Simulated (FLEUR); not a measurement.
# TaN (P-6m2) in FLEUR: a series of runs, part 2 of 2

FLEUR MaX-R8.1 (later development tree).

### Step 4. Single point, LDA+U, collinear spin, antiferromagnetic start (cell doubled along one axis)

Input file inp.xml:

```xml
<?xml version="1.0" encoding="UTF-8" standalone="no"?>
<fleurInput fleurInputVersion="0.39">
   <comment>
      TaN                                                                                                 
   </comment>
   <calculationSetup>
      <cutoffs Kmax="4.83" Gmax="15.0" GmaxXC="15.0" numbands="0"/>
      <scfLoop itmax="100" minDistance="0.0002" maxIterBroyd="50" imix="Anderson" alpha="0.05" precondParam="0.0" spinf="2.0" sdNocoIR="T"/>
      <coreElectrons ctail="T" frcor="F" kcrel="0" coretail_lmax="0"/>
      <xcFunctional name="vwn" relativisticCorrections="F"/>
      <magnetism jspins="2"/>
      <soc l_soc="F" theta="0.0" phi="0.0" spav="F"/>
      <expertModes spex="0" secvar="F"/>
      <geometryOptimization l_f="F" forcealpha="1.0" forcemix="BFGS" epsdisp="0.00001" epsforce="0.00001"/>
      <ldaU l_linMix="F" mixParam="0.05" spinf="1.0"/>
   </calculationSetup>
   <cell>
      <bzIntegration valenceElectrons="64.0" mode="gauss" fermiSmearingEnergy="0.00183747">
         <kPointListSelection listName="default-1"/>
         <!-- k-points included here -->
         <xi:include xmlns:xi="http://www.w3.org/2001/XInclude" href="kpts.xml"> </xi:include>
      </bzIntegration>
      <!-- symmetry operations included here -->
      <xi:include xmlns:xi="http://www.w3.org/2001/XInclude" href="sym.xml"> </xi:include>
      <bulkLattice scale="1.0">
         <bravaisMatrix>
            <row-1>   11.1040349120343347    -0.0000000037794522     0.0000000000000000</row-1>
            <row-2>   -2.7760087213000566     4.8081881570892069     0.0000000000000000</row-2>
            <row-3>    0.0000000000000000     0.0000000000000000     5.4480845935165352</row-3>
         </bravaisMatrix>
      </bulkLattice>
   </cell>
   <atomSpecies>
      <species name="Tantalum (2.001" element="Ta" atomicNumber="73">
[... 33 lines left out ...]
            <valenceConfig>(5s1/2) (5p1/2) (5p3/2) (6s1/2) (4f5/2) (4f7/2) (5d3/2) (5d5/2)</valenceConfig>
            <stateOccupation state="(5d3/2)" spinUp="0.4995" spinDown="0.7005"/>
            <stateOccupation state="(5d5/2)" spinUp="0.0" spinDown="1.8"/>
         </electronConfig>
         <energyParameters s="6" p="6" d="5" f="4"/>
         <ldaU l="2" U="7" J="0.0" l_amf="F"/>
         <lo type="SCLO" l="0" n="5" eDeriv="0"/>
         <lo type="SCLO" l="1" n="5" eDeriv="0"/>
         <lo type="SCLO" l="3" n="4" eDeriv="2"/>
      </species>
   </atomSpecies>
   <atomGroups>
      <atomGroup species="Tantalum (2.001">
         <relPos label="                   1">1.000/6.000 -1.000/3.000 1.000/2.000</relPos>
         <force calculate="T" relaxXYZ="TTT"/>
      </atomGroup>
      <atomGroup species="Nitrogen (N)">
         <relPos label="                   2">.0000000000 .0000000000 .0000000000</relPos>
         <force calculate="T" relaxXYZ="TTT"/>
      </atomGroup>
      <atomGroup species="Tantalum (-2.001">
         <relPos label="                   3">-1.000/3.000 -1.000/3.000 1.000/2.000</relPos>
         <force calculate="T" relaxXYZ="TTT"/>
      </atomGroup>
      <atomGroup species="Nitrogen (N)">
         <relPos label="                   4">1.000/2.000 .0000000000 .0000000000</relPos>
         <force calculate="T" relaxXYZ="TTT"/>
      </atomGroup>
   </atomGroups>
   <output dos="F" band="F" slice="F">
      <checks vchk="F" cdinf="F"/>
      <bandDOS minEnergy="-.5*Htr" maxEnergy="0.5*Htr" sigma="0.015" storeEVData="T"/>
      <vacuumDOS vacdos="F" integ="F" star="F" nstars="0" locx1="0.0" locy1="0.0" locx2="0.0" locy2="0.0" nstm="0" tworkf="0.0"/>
      <unfoldingBand unfoldBand="F" supercellX="1" supercellY="1" supercellZ="1"/>
      <plotting iplot="0" polar="F">
         <plot TwoD="T" vec1="  1.0  0.0  0.0" vec2="  0.0  1.0  0.0" vec3="  0.0  0.0  1.0" zero="  0.0  0.0  0.0" file="plot"/>
      </plotting>
      <chargeDensitySlicing numkpt="0" minEigenval="0.0" maxEigenval="0.0" nnne="0" pallst="F"/>
      <specialOutput eonly="F"/>
      <moessbauerParams electricFieldGradient="T" isomerShift="T" coreHyperfine="T" valenceHyperfine="T"/>
      <magneticCircularDichroism mcd="F" energyLo="-10.0" energyUp="0.0"/>
   </output>
  <!-- We include the file relax.xml here to enable relaxations (see documentation) -->
  <xi:include xmlns:xi="http://www.w3.org/2001/XInclude" href="relax.xml"> <xi:fallback/> </xi:include>
</fleurInput>
```

Input file crystal.txt:

```
TaN
&input cartesian=F /
5.8760022246  -0.0000000020  0.0000000000
-1.4690005526  2.5443835985  0.0000000000
0.0000000000  0.0000000000  2.8830022100
1.8897261246
1.0 1.0 1.0

4
73 0.1666666666  0.6666666667  0.5000000000 : 2.001
7 0.0000000000  0.0000000001  0.0000000000
73 0.6666666666  0.6666666667  0.5000000000 : -2.001
7 0.5000000000  0.0000000001  0.0000000000

&kpt div1=4 div2=7 div3=7 gamma=T /
```

Potentials or basis: all-electron, FLAPW.

Launch:

```sh
$ inpgen -f crystal.txt -profile fastHighL
$ # inp.xml edited to the form shown
$ fleur_MPI
```

The program printed:

```text
Welcome to FLEUR        (www.flapw.de)
      MaX-Release 8.1          (www.max-centre.eu)

 ========== k-point set info ==========
 Selected k-point list: default-1
 k-point list type: mesh
 4 x 7 x 7
 Number of k points: 60

 ------------Calculation Setup---------------------------
 Number of MPI-tasks      :            1
 Number of PE/node        :            1
 Number of OMP-threads    :            1
 Most efficient MPI parallelization for:
           1           2           3           4           5           6          10          12          15          20          30          60
 Additional eigenvalue parallelization possible
 Number of basis functions:          651
 Approximate size of matrices (H+S) per k-point:         0.013 GB
 --------------------------------------------------------
 no density matrix found ... skipping LDA+U
 Reset of history
 Iteration:     1   Distance:      24.44309121 me/bohr^3
 Iteration:     2   Distance:      25.17599251 me/bohr^3
 Iteration:     3   Distance:      21.31858579 me/bohr^3
 Iteration:     4   Distance:       9.54616461 me/bohr^3
 Iteration:     5   Distance:       8.68759652 me/bohr^3
 Iteration:     6   Distance:       3.46932819 me/bohr^3
 Iteration:     7   Distance:       1.79660497 me/bohr^3
 Iteration:     8   Distance:       1.40130914 me/bohr^3
 Iteration:     9   Distance:       0.75939882 me/bohr^3
 Iteration:    10   Distance:       0.63040918 me/bohr^3
 Iteration:    11   Distance:       0.22968657 me/bohr^3
 Iteration:    12   Distance:       0.10352342 me/bohr^3
 Iteration:    13   Distance:       0.05905601 me/bohr^3
 Iteration:    14   Distance:       0.00916680 me/bohr^3
 Iteration:    15   Distance:       0.01027934 me/bohr^3
 Iteration:    16   Distance:       0.00288361 me/bohr^3
 Iteration:    17   Distance:       0.00182776 me/bohr^3
 Iteration:    18   Distance:       0.00047168 me/bohr^3
 Iteration:    19   Distance:       0.00038330 me/bohr^3
 Iteration:    20   Distance:       0.00013289 me/bohr^3

 ********************************************************************
 Run finished successfully
 Stop message:
   all done
 ********************************************************************
```

Run time: 14 min. Hardware: 1 thread of Arm Neoverse V2, shared host; peak memory 0.43 GiB.

Results:

* Free energy: -852871.3094 eV
* Band gap on the k mesh: 0.29 eV
* Net moment: 0.00 μB per cell
* Valence electrons inside the program's atomic spheres: Ta 24.59; N 3.64 (radii Ta 2.41, N 1.49 bohr)

Levels at points of the mesh, in eV from the valence-band top:
Spin up:
| k point | band 29 | band 30 | band 31 | band 32 | band 33 | band 34 | band 35 | band 36 |
| --- | --- | --- | --- | --- | --- | --- | --- | --- |
| (0.00, 0.00, 0.00) | -4.40 | -3.65 | -3.58 | -3.42 | 1.56 | 3.42 | 3.65 | 3.74 |
| (0.50, 0.00, 0.00) | -4.12 | -4.12 | -3.33 | -3.30 | 1.99 | 2.00 | 4.08 | 4.08 |
Spin down:
```
           k point  band 29  band 30  band 31  band 32  band 33  band 34  band 35  band 36
(0.00, 0.00, 0.00)    -4.40    -3.65    -3.58    -3.42     1.56     3.42     3.65     3.74
(0.50, 0.00, 0.00)    -4.12    -4.12    -3.33    -3.30     1.99     2.00     4.08     4.08
```

Eigenvalues of the final occupation matrices:
```tsv
site	spin	trace	eigenvalues
atom type 1	1	1.01	0.14 0.15 0.19 0.24 0.29
atom type 3	1	1.01	0.14 0.15 0.19 0.24 0.29
atom type 1	2	1.01	0.14 0.15 0.19 0.24 0.29
atom type 3	2	1.01	0.14 0.15 0.19 0.24 0.29
```

Core levels (eV from the Fermi level):
| atom | levels |
| --- | --- |
| 1 Ta | 1s1/2 -67219.9, 2s1/2 -11540.5, 2p1/2 -11032.0, 2p3/2 -9763.0, 3s1/2 -2640.9, 3p1/2 -2414.6, 3p3/2 -2141.5, 4s1/2 -535.5, 3d3/2 -1758.3, 3d5/2 -1698.7, 4p1/2 -442.2, 4p3/2 -379.1, 4d3/2 -225.6, 4d5/2 -214.0 |
| 2 N | 1s1/2 -374.4 |
| 3 Ta | 1s1/2 -67219.9, 2s1/2 -11540.5, 2p1/2 -11032.0, 2p3/2 -9763.0, 3s1/2 -2640.9, 3p1/2 -2414.6, 3p3/2 -2141.5, 4s1/2 -535.5, 3d3/2 -1758.3, 3d5/2 -1698.7, 4p1/2 -442.2, 4p3/2 -379.1, 4d3/2 -225.6, 4d5/2 -214.0 |
| 4 N | 1s1/2 -374.4 |

Caveat: spin-orbit coupling is left out, which moves the levels of the heavy elements; an odd mesh through Γ misses points on the zone boundary, where band edges often lie.

### Step 5. Summary

```tsv
spin	cell	k mesh	density convergence	cell doubled along axis (0 to 2)	moment (μB)
collinear, ferromagnetic start	as given	7 × 7 × 7	0.001 me/bohr^3	-	0.00
collinear, ferromagnetic start	as given	7 × 7 × 7	0.0002 me/bohr^3	-	0.00
collinear, antiferromagnetic start	cell doubled along one axis	4 × 7 × 7	0.0002 me/bohr^3	0	0.00
```

Alike in all rows: task single point; level LDA+U; potentials or basis all-electron, FLAPW; Ta d U = 7 eV; smearing gaussian 0.05 eV; kmax 4.83 1/bohr.

Caveats: with Gaussian smearing the program prints no entropy term, so the energy of a metal isn't a free energy (some runs); the magnetic or orbital state may not be the lowest (some runs); spin-orbit coupling is left out, which moves the levels of the heavy elements (some runs); an odd mesh through Γ misses points on the zone boundary, where band edges often lie (some runs).

Compare energies only between runs with the same functional and basis.
